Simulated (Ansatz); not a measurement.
Rocksalt BaTe, relaxed with r2SCAN in the plane-wave code Ansatz. Space group Fm-3m (No. 225), cubic; conventional cell a = 7.065 Å, 44.08 Å³ an atom. Around Ba lie 6 Te at 3.53 Å; around Te lie 6 Ba at 3.53 Å.

The axes x, y and z are those of this cell:
```
CELL_PARAMETERS angstrom
0.00000 3.53239 3.53239
3.53239 0.00000 3.53239
3.53239 3.53239 0.00000
ATOMIC_POSITIONS crystal
Ba 0.00000 0.00000 0.00000
Te 0.50000 0.50000 0.50000
```

Unstrained: With PBE the valence top lies at Γ and the conduction bottom at X, 1.655 eV higher; the smallest vertical gap, at X, is 2.009 eV. The r2SCAN gap is indirect, 2.004 eV (Γ to X), below the direct gap of 2.365 eV at X. With HSE06 the valence top lies at Γ and the conduction bottom at X, 2.347 eV higher; the smallest vertical gap, at X, is 2.752 eV. Meshes: PBE 6×6×6, r2SCAN 6×6×6, HSE06 4×4×4. Strains are changes of length per length. After each strain the atoms were relaxed again with r2SCAN within the symmetry that the strain leaves, so tilts or polar shifts that break it weren't tested; points keep the names that they have in the unstrained zone. The values are computed, spin-unpolarised, and not measurements.

**Question.** One strain changed the r2SCAN stress by xx +0.45, yy +0.45, zz +0.45, xy -0.22, xz -0.22, yz -0.22 GPa (compression positive) and the gap by -0.059 eV (PBE), -0.060 eV (r2SCAN). Which kind of strain was it, and roughly how large?

**Answer.** Epitaxial -1.34 % in the plane normal to [111], free normal strain +1.24 %. The pattern of the stress gives the kind; the size needs the stiffness, so it is an estimate.

**Question.** Apply biaxial +1.12 % in x and y, z held. How far does the gap move, against the unstrained cell?

**Answer.** PBE: the gap goes from 1.655 to 1.680 eV (+0.025 eV); with r2SCAN the top three valence levels at Γ, degenerate before, become 1+2 from the top over 23 meV. r2SCAN: the gap goes from 2.004 to 2.026 eV (+0.022 eV). HSE06: the gap goes from 2.347 to 2.375 eV (+0.028 eV). The r2SCAN energy rises by 2.8 meV an atom.

Spin-orbit coupling is left out, which matters wherever the heavy atoms make up the band edges.

The meshes of the hybrids are coarse, so their gaps aren't converged to the digits shown.

The splittings at Γ are without spin-orbit coupling, which regroups them where it is of like size or larger.
